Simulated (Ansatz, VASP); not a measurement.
## Two plane-wave programs on Bi

```xyz
2
Lattice="2.2452 1.2962 3.8388 -2.2452 1.2962 3.8388 0.0000 -2.5925 3.8388" Properties=species:S:1:pos:R:3 pbc="T T T"
Bi    0.0000    0.0000    2.7307
Bi    0.0000    0.0000    8.7858
```

Alike in both runs: task single point; functional LDA; k mesh 9 × 9 × 9; occupations fermi-dirac, width 0.1 eV; no spin polarisation.

```csv
,VASP,Ansatz
version,VASP 6.6.1,Ansatz 0.2.0
potentials or method,"VASP PAW LDA potentials, release 64 (Bi_d)","plane waves (420 eV) with PAW, scalar-relativistic"
plane-wave cutoff (eV),520,420
valence electrons in the cell,30,30
```

```csv
,VASP,Ansatz,Ansatz less VASP
pressure (GPa),0.1,0.0,-0.10
largest component of the traceless stress (GPa),0.07,0.05,-0.016
```

Ansatz warned: «pseudo_functional_mismatch».
